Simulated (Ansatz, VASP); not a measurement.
**MgO: VASP beside Ansatz**

The input INCAR:

```
SYSTEM = MgO
PREC     = Accurate       ! precision mode
ENCUT    = 520            ! plane-wave cutoff, eV
EDIFF    = 1E-6           ! SCF threshold, eV
ISMEAR   = -1             ! smearing method
SIGMA    = 0.01           ! smearing width, eV
LREAL    = .FALSE.        ! projectors in reciprocal space
LASPH    = .TRUE.         ! aspherical terms in the spheres
NELM     = 80             ! most SCF steps
ALGO     = Normal         ! electronic algorithm
ISIF     = 2              ! what is computed and relaxed
LWAVE    = .FALSE.        ! write WAVECAR
LCHARG   = .FALSE.        ! write CHGCAR
GGA      = PE             ! functional
NBANDS   = 11             ! bands
```

The input KPOINTS:

```
regular mesh
0
G
  6 6 6
  0 0 0
```

POSCAR

```
MgO
1.0
    0.0000000000      2.1351500000      2.1351500000
    2.1351500000      0.0000000000      2.1351500000
    2.1351500000      2.1351500000      0.0000000000
Mg O
1 1
Direct
    0.0000000000      0.0000000000      0.0000000000
    0.5000000000      0.5000000000      0.5000000000
```

Input for Ansatz:

```yaml
crystal:
  lattice:
    - [0.0, 2.13515, 2.13515]
    - [2.13515, 0.0, 2.13515]
    - [2.13515, 2.13515, 0.0]
  atoms:
    - { symbol: Mg, position: [0.0, 0.0, 0.0] }
    - { symbol: O, position: [0.5, 0.5, 0.5] }
kpoints:
  mp_grid: { grid: [6, 6, 6] }
scf:
  occupations: { method: fermi_dirac, width: 0.01 }
hamiltonian:
  xc: pbe
  pseudopotentials: { kind: all_electron, lapw: { basis_error: 0.001 } }
output:
  forces: true
  stress: true
  eigenvalues: true
```

Alike in both runs: task single point; functional PBE; k mesh 6 × 6 × 6; occupations fermi-dirac, width 0.01 eV; no spin polarisation.

|  | VASP | Ansatz |
| --- | --- | --- |
| version | VASP 6.6.1 | Ansatz 0.2.0 |
| potentials or method | VASP PAW PBE potentials, release 64 (Mg, O) | all-electron LAPW, scalar-relativistic |
| plane-wave cutoff (eV) | 520 | see its input |

|  | VASP | Ansatz | Ansatz less VASP |
| --- | --- | --- | --- |
| gap on the k mesh at the Fermi level (eV) | 4.34 | 4.35 | +0.012 |
| pressure (GPa) | -2.4 | -1.6 | +0.81 |

Ansatz ran all-electron here, so the differences hold the error of VASP's frozen core and of both bases.

Caveats: the k mesh is coarse (spacing up to 0.42 Å⁻¹), so the values aren't converged.
